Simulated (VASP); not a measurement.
# A VASP study of Bi (r2SCAN): structure first, properties next

Wanted: the relaxed cell of Bi and its properties. The steps: full relaxation (r2SCAN), single point with fields (r2SCAN), bands along the symmetry lines (r2SCAN), total and projected DOS (r2SCAN), zone-centre phonons (r2SCAN) and electric field gradients (r2SCAN). The start is a computed cell from the Materials Project.

Program: VASP 6.6.1. Level of theory: r2SCAN; plane waves and PAW (Bi_d). Results are calculated unless marked as measured.

The starting crystal is not the ambient structure of Bi (space group No. 166); it is a model or a phase of other conditions.

### Step 1. Set-up

Before any relaxation, the start is as follows. It takes space group P2_1/m (No. 11, monoclinic). The conventional cell has a = 4.658 Å, b = 4.526 Å, c = 6.521 Å, α = 90.00°, β = 93.04°, γ = 90.00°. Nearest to Bi lie 6 Bi at 3.24 to 3.26 Å. Bi has 6 Bi at 3.24 to 3.26 Å nearest.

Structure file:

```xyz
4
Lattice="4.6584 0.0000 0.0000 0.0000 4.5264 0.0000 -0.3460 0.0000 6.5119" Properties=species:S:1:pos:R:3 pbc="T T T"
Bi    3.2345    3.3948    4.8913
Bi    1.0780    1.1316    1.6207
Bi    3.4005    3.3948    1.6362
Bi    0.9120    1.1316    4.8757
```

### Step 2. Full relaxation (r2SCAN)

The start need not lie at this functional's minimum. ISIF = 3 frees volume, shape and positions, and EDIFFG sets the threshold on forces and stress at which the search stops. r2SCAN adds the kinetic-energy density, costs more than a GGA and is run with LASPH.

The input, INCAR:

```
SYSTEM = Bi
PREC = Accurate
ENCUT = 400
EDIFF = 1E-06
NELM = 100
ISMEAR = 1
SIGMA = 0.2
LREAL = .FALSE.
ALGO = Normal
METAGGA = R2SCAN
LASPH = .TRUE.
NBANDS = 37
LORBIT = 11
LWAVE = .FALSE.
LCHARG = .FALSE.
KPAR = 4
IBRION = 2
NSW = 60
ISIF = 3
EDIFFG = -0.01
```

The input, POSCAR:

```
Bi
1.0
    4.6584121839      0.0000000000      0.0000000000
    0.0000000000      4.5263885800      0.0000000000
   -0.3459734563      0.0000000000      6.5119480672
Bi
4
Direct
    0.7501123100      0.7500000000      0.7511196700
    0.2498876900      0.2500000000      0.2488803300
    0.7486250800      0.7500000000      0.2512666200
    0.2513749200      0.2500000000      0.7487333800
```

The input, KPOINTS:

```
Automatic mesh
0
Gamma
6 6 4
0 0 0
```

Potentials, in the order of the species: Bi_d (PBE family, release 64).

Run with:

```bash
$ mpirun -np 4 vasp_std
```

The log of the run:

```text
[banner, memory and clock lines left out]
running    4 mpi-ranks, on    1 nodes
 distrk:  each k-point on    1 cores,    4 groups
 distr:  one band on    1 cores,    1 groups

 POSCAR found type information on POSCAR Bi
 POSCAR found :  1 types and       4 ions
|                                                                             |
|               ----> ADVICE to this user running VASP <----                  |
|                                                                             |
|     You enforced a specific xc type in the INCAR file but a different       |
|     [... a line on the potential file left out ...]
|     I HOPE YOU KNOW WHAT YOU ARE DOING!                                     |
|                                                                             |

 LDA part: xc-table for (None), standard interpolation
 POSCAR, INCAR and KPOINTS ok, starting setup
 FFT: planning ... GRIDC
 FFT: planning ... GRID_SOFT
 FFT: planning ... GRID
 WAVECAR not read
 entering main loop
       N       E                     dE             d eps       ncg     rms          rms(c)
DAV:   1     0.454332501181E+03    0.45433E+03   -0.28358E+04  4149   0.172E+03
DAV:   2    -0.173147847077E+03   -0.62748E+03   -0.61760E+03  4186   0.505E+02
DAV:   3    -0.244171215051E+03   -0.71023E+02   -0.69876E+02  4852   0.196E+02
DAV:   4    -0.247366624110E+03   -0.31954E+01   -0.31829E+01  4692   0.449E+01
DAV:   5    -0.247545216153E+03   -0.17859E+00   -0.17857E+00  5566   0.893E+00    0.171E+00
DAV:   6    -0.233674652113E+03    0.13871E+02   -0.37179E+00  4950   0.240E+01    0.119E+00
DAV:   7    -0.233673497615E+03    0.11545E-02   -0.32539E-02  5674   0.155E+00    0.807E-01
DAV:   8    -0.233687363901E+03   -0.13866E-01   -0.98865E-02  4783   0.278E+00    0.236E-01
DAV:   9    -0.233685063580E+03    0.23003E-02   -0.88310E-03  5427   0.866E-01    0.130E-01
DAV:  10    -0.233684275509E+03    0.78807E-03   -0.39458E-03  4953   0.661E-01    0.235E-02
DAV:  11    -0.233684288550E+03   -0.13041E-04   -0.13067E-04  4924   0.705E-02    0.127E-02
DAV:  12    -0.233684286489E+03    0.20603E-05   -0.19910E-05  5517   0.320E-02    0.645E-03
DAV:  13    -0.233684287298E+03   -0.80880E-06   -0.40674E-06  4061   0.219E-02
   1 F= -.23368429E+03 E0= -.23368320E+03  d E =-.233684E+03
 curvature:   0.00 expect dE= 0.000E+00 dE for cont linesearch  0.000E+00
 trial: gam= 0.00000 g(F)=  0.239E-05 g(S)=  0.183E-01 ort = 0.000E+00 (trialstep = 0.100E+01)
 search vector abs. value=  0.183E-01
 bond charge predicted
       N       E                     dE             d eps       ncg     rms          rms(c)
DAV:   1    -0.233802674137E+03   -0.11839E+00   -0.42603E+00  4346   0.136E+01    0.151E+00
DAV:   2    -0.233728439287E+03    0.74235E-01   -0.18839E-01  4721   0.421E+00    0.940E-01
DAV:   3    -0.233694570103E+03    0.33869E-01   -0.84108E-02  5264   0.262E+00    0.125E-01
DAV:   4    -0.233695802039E+03   -0.12319E-02   -0.16122E-02  4382   0.125E+00    0.722E-02
DAV:   5    -0.233695781202E+03    0.20837E-04   -0.55928E-04  5714   0.245E-01    0.138E-02
DAV:   6    -0.233695786297E+03   -0.50952E-05   -0.47247E-05  5501   0.529E-02    0.520E-03
DAV:   7    -0.233695789573E+03   -0.32760E-05   -0.49976E-06  4345   0.238E-02    0.141E-03
DAV:   8    -0.233695789813E+03   -0.23987E-06   -0.25991E-07  2437   0.427E-03
   2 F= -.23369579E+03 E0= -.23369476E+03  d E =-.115025E-01
[... from here on, the cycles between the ionic steps are left out ...]
   3 F= -.23369632E+03 E0= -.23369540E+03  d E =-.120371E-01
   4 F= -.23370168E+03 E0= -.23370090E+03  d E =-.535312E-02
   5 F= -.23370393E+03 E0= -.23370325E+03  d E =-.760124E-02
   6 F= -.23370401E+03 E0= -.23370334E+03  d E =-.768062E-02
   7 F= -.23370421E+03 E0= -.23370369E+03  d E =-.209717E-03
   8 F= -.23370460E+03 E0= -.23370403E+03  d E =-.594326E-03
   9 F= -.23370460E+03 E0= -.23370403E+03  d E =-.594833E-03
  10 F= -.23370475E+03 E0= -.23370419E+03  d E =-.146627E-03
  11 F= -.23370499E+03 E0= -.23370445E+03  d E =-.394871E-03
  12 F= -.23370498E+03 E0= -.23370444E+03  d E =0.115095E-04
 trial-energy change:    0.000012  1 .order   -0.000047   -0.000137    0.000044
 step:   0.8583(harm=  0.8583)  dis= 0.00040  next Energy=  -233.705047 (dE=-0.519E-04)
 bond charge predicted
       N       E                     dE             d eps       ncg     rms          rms(c)
DAV:   1    -0.233705134239E+03   -0.15012E-03   -0.60577E-03  4903   0.734E-01    0.656E-02
DAV:   2    -0.233705025430E+03    0.10881E-03   -0.32775E-04  4959   0.236E-01    0.339E-02
DAV:   3    -0.233704988501E+03    0.36929E-04   -0.14027E-04  5224   0.143E-01    0.719E-03
DAV:   4    -0.233704986849E+03    0.16519E-05   -0.23966E-05  4910   0.503E-02    0.288E-03
DAV:   5    -0.233704986596E+03    0.25307E-06   -0.10391E-06  2402   0.144E-02
  13 F= -.23370499E+03 E0= -.23370444E+03  d E =0.813156E-05
 curvature:  -0.89 expect dE=-0.255E-04 dE for cont linesearch -0.615E-06
 trial: gam= 0.26006 g(F)=  0.849E-05 g(S)=  0.202E-04 ort =-0.132E-04 (trialstep = 0.108E+01)
 search vector abs. value=  0.388E-04
 reached required accuracy - stopping structural energy minimisation
```

It took 8.7 min on 4 MPI ranks of Intel Xeon 6975P-C (Granite Rapids), shared host; peak memory 1.1 GiB.

Lines that name or quote the potential files are left out of all logs, and their timing lines are given in words.

OUTCAR, selected parts (step 2):

```text
ion  position               nearest neighbor table
   1  0.750  0.750  0.751-   4 3.24   4 3.24   4 3.25   4 3.25   3 3.26   3 3.26
   2  0.250  0.250  0.249-   3 3.24   3 3.24   3 3.25   3 3.25   4 3.26   4 3.26
   3  0.749  0.750  0.251-   2 3.24   2 3.24   2 3.25   2 3.25   1 3.26   1 3.26
   4  0.251  0.250  0.749-   1 3.24   1 3.24   1 3.25   1 3.25   2 3.26   2 3.26

  LATTYP: Found a simple monoclinic cell.
 ALAT       =     4.6584121839
 B/A-ratio  =     0.9716590978
 C/A-ratio  =     1.3998615729
 COS(beta)  =    -0.0530542006

 Subroutine GETGRP returns: Found  4 space group operations
 (whereof  2 operations were pure point group operations)

The static configuration has the point symmetry S_2 .
 The point group associated with its full space group is C_2h.

 Found     56 irreducible k-points:

   k-points           NKPTS =     56   k-points in BZ     NKDIM =     56   number of bands    NBANDS=     37

   dimension x,y,z NGX =    30 NGY =   30 NGZ =   48
   dimension x,y,z NGXF=    60 NGYF=   60 NGZF=   96

   ENCUT  =  400.0 eV  29.40 Ry    5.42 a.u.   7.60  7.38 10.63*2*pi/ulx,y,z

   NELECT =      60.0000    total number of electrons

 k-points in reciprocal lattice and weights: Automatic mesh
   0.00000000  0.00000000  0.00000000       0.007
   0.16666667  0.00000000 -0.00000000       0.014
   0.33333333  0.00000000 -0.00000000       0.014
   0.50000000  0.00000000 -0.00000000       0.007
   0.00000000  0.16666667  0.00000000       0.014
   0.16666667  0.16666667 -0.00000000       0.028
   0.33333333  0.16666667 -0.00000000       0.028
   0.50000000  0.16666667 -0.00000000       0.014
   0.00000000  0.33333333  0.00000000       0.014
[...]
0.33333333  0.50000000  0.50000000       0.014
   0.50000000  0.50000000  0.50000000       0.007

 average (electrostatic) potential at core
       1-110.9739       2-110.9739       3-110.9740       4-110.9740

 E-fermi :   6.4397

 k-point     1 :       0.0000    0.0000    0.0000
  band No.  band energies     occupation
    ...
     26       3.1822      2.00000
     27       3.2125      2.00000
     28       4.8387      2.00000
     29       4.8754      2.00000
     30       5.1607      2.00000
     31       9.4333     -0.00000
     32       9.6197     -0.00000
     33       9.9592     -0.00000
     34       9.9753     -0.00000
     35      11.7941      0.00000
    ...

 k-point     2 :       0.1667    0.0000   -0.0000
  band No.  band energies     occupation
    ...
     26       3.4848      2.00000
     27       3.5259      2.00000
     28       4.8012      2.00000
     29       5.1608      2.00000
     30       5.2761      2.00000
     31       8.8195     -0.00000
     32       8.9401     -0.00000
     33       9.6426     -0.00000
     34      10.3609     -0.00000
     35      10.8007      0.00000
    ...

 k-point     3 :       0.3333    0.0000   -0.0000
  band No.  band energies     occupation
    ...
     26       3.9382      2.00000
     27       4.2817      2.00000
     28       4.3677      2.00000
     29       5.9956      2.00736
     30       6.2605      2.02135
     31       7.0658     -0.00009
     32       7.1749     -0.00000
     33       9.0061     -0.00000
     34       9.1019     -0.00000
     35      10.2449     -0.00000
    ...

  Total       -0.0091562      0.0377625      0.0031548      0.0000000      0.0000000      0.0087757
  in kB       -0.1066792      0.4399720      0.0367570      0.0000000      0.0000000      0.1022462
  external PRESSURE =       0.1233499 kB  Pullay stress =       0.0000000 kB

  energy-cutoff  :      400.00
  volume of cell :      137.51
      direct lattice vectors                 reciprocal lattice vectors
     4.573685138  0.000000000  0.099778523     0.218499727  0.000000000  0.006524934
     0.000000000  4.562027157  0.000000000     0.000000000  0.219200799  0.000000000
    -0.196682169  0.000000000  6.586273646    -0.003310154  0.000000000  0.151732073

 POSITION                                       TOTAL-FORCE (eV/Angst)
 -----------------------------------------------------------------------------------
      3.28208      3.42152      5.01968        -0.001848      0.000000     -0.007837
      1.09492      1.14051      1.66637         0.001848      0.000000      0.007837
      3.37439      3.42152      1.73095         0.000361      0.000000      0.004802
      1.00261      1.14051      4.95510        -0.000361      0.000000     -0.004802
 -----------------------------------------------------------------------------------
    total drift:                                0.000000      0.000000     -0.000000

  FREE ENERGIE OF THE ION-ELECTRON SYSTEM (eV)
  ---------------------------------------------------
  free  energy   TOTEN  =      -233.7049865958 eV

  energy  without entropy=     -233.7033596683  energy(sigma->0) =     -233.70444429

 reached required accuracy - stopping structural energy minimisation

 total charge
# of ion       s       p       d       tot
------------------------------------------
    1        1.496   1.347   9.903  12.746
    2        1.496   1.347   9.903  12.746
    3        1.496   1.347   9.903  12.746
    4        1.496   1.347   9.903  12.746
--------------------------------------------------
tot          5.983   5.389  39.611  50.983

[... 3 further parts left out ...]
```

CONTCAR:

```
Bi
   1.00000000000000
     4.5736851377685044    0.0000000000000000    0.0997785231286974
     0.0000000000000000    4.5620271571885578    0.0000000000000000
    -0.1966821687229983    0.0000000000000000    6.5862736457499320
  Bi
     4
Direct
     0.7498865236078630    0.7500000000000000    0.7507821817399802
     0.2501134763921369    0.2500000000000000    0.2492178182600197
     0.7485980576750464    0.7500000000000000    0.2514715859250857
     0.2514019423249536    0.2500000000000000    0.7485284140749142
```

The k-mesh is coarse for a metal. The PAW data sets were made with PBE, which is usual practice but a small mismatch for other functionals. The run keeps the 4 symmetry operations of its start, so it cannot find a distortion of lower symmetry.

The steps of the relaxation:

| step | energy less that of the first step (eV) | largest force (eV/Å) | pressure (GPa) | volume (Å³) |
| --- | --- | --- | --- | --- |
| 1 | 0.0000 | 0.0042 | 0.05 | 137.31 |
| 2 | -0.0115 | 0.0033 | -0.01 | 137.51 |
| 3 | -0.0120 | 0.0037 | 0.00 | 137.56 |
| 4 | -0.0174 | 0.0030 | -0.04 | 137.63 |
| 5 | -0.0196 | 0.0041 | -0.06 | 137.69 |
| 6 | -0.0197 | 0.0044 | -0.07 | 137.70 |
| 7 | -0.0199 | 0.0046 | 0.09 | 137.28 |
| 8 | -0.0203 | 0.0048 | 0.02 | 137.47 |
| 9 | -0.0203 | 0.0045 | 0.02 | 137.46 |
| 10 | -0.0205 | 0.0031 | -0.03 | 137.52 |
| 11 | -0.0207 | 0.0054 | -0.06 | 137.68 |
| 12 | -0.0207 | 0.0055 | 0.02 | 137.46 |
| 13 | -0.0207 | 0.0081 | 0.01 | 137.51 |

| cell as run | before | after | change |
| --- | --- | --- | --- |
| a (Å) | 4.658 | 4.575 | -1.8 % |
| b (Å) | 4.526 | 4.562 | +0.8 % |
| c (Å) | 6.521 | 6.589 | +1.0 % |
| β (°) | 93.04 | 90.46 | -2.8 % |
| volume (Å³/atom) | 34.33 | 34.38 | +0.1 % |

Final coordinates:

```
Bi
1.0
     4.57369    0.00000    0.09978
     0.00000    4.56203    0.00000
    -0.19668    0.00000    6.58627
Bi
4
Direct
  0.74989 0.75000 0.75078
  0.25011 0.25000 0.24922
  0.74860 0.75000 0.25147
  0.25140 0.25000 0.74853
```

This step gave:

| Item | Value |
| --- | --- |
| electrons | 60 |
| bands | 37 |
| irreducible k-points | 56 |
| symmetry operations | 4 |
| free energy (TOTEN) | -233.7050 eV |
| energy at zero smearing | -233.7044 eV |
| Fermi energy | 6.440 eV |
| pressure | 0.01233 GPa |
| metallic, judged on the points sampled | yes |
| SCF cycles over all ionic steps | 92 |

It ends with a largest force of 0.008 eV/Å and a pressure of 0.01 GPa.

(Continued in part 2 of 5.)

[Lines on the potential files, build, host, timing and source positions are cut from VASP's logs without a mark.]

[Logs are printed without paths, hosts, clocks, repeated set-up lines and the standing remarks that a program may print on its own settings, such as how far it seeks lower states.]

[Hosts, paths, dates, database ids (printed as entryN), source tags and the programs' standing remarks are cut or masked in the printed files.]

[A measured line is paired with the nearest computed mode of its activity, which favours agreement.]

[In band tables of VASP the shares of atoms and orbitals are scaled to a sum of 1 inside the atoms' spheres.]
